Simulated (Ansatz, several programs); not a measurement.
LiF, NiAs type, relaxed with PBE in Ansatz (plane waves, PAW): it is hexagonal, P6_3/mmc (No. 194); a = 2.830 Å, c = 4.877 Å in the conventional setting, 8.46 Å³ an atom. Li has 6 F at 2.04 Å; F has 6 Li at 2.04 Å. The cell was then scaled with its shape and fractional coordinates held, which makes it stiffer than a relaxed compression. (Calculated; spin-unpolarised; the phase may be known or hypothetical.)

```csv
V (Å³/atom),E (meV/atom)
7.950,7.07
8.204,1.73
8.457,0.00
8.965,5.69
```

(1) Pass a cubic E = c₀ + c₁u + c₂u² + c₃u³, with u = V − 8.394 Å³, through these points.

(2) Where is the minimum, and what bulk modulus follows?

(3) Predict the energy and the pressure at the withheld volume, 8.711 Å³.

## Answers

(1) c₀ = 0.12, c₁ = -3.472, c₂ = 25.574, c₃ = -4.2125 (meV and Å³).

(2) dE/du = 0 at u = +0.069, so V₀ = 8.46 Å³. B = V₀ d²E/dV² = 8.46 × (2c₂ + 6c₃u) = 8.46 × 49.403 = 418 meV/Å³, and 1 meV/Å³ is 0.16022 GPa: 67 GPa. A third-order Birch-Murnaghan fit to all five points gives 8.46 Å³ and 66 GPa.

(3) With u = +0.317: E ≈ 1.46 meV and P = −dE/dV ≈ -1.84 GPa. The run gives 1.52 meV and, from its stress, -1.84 GPa.
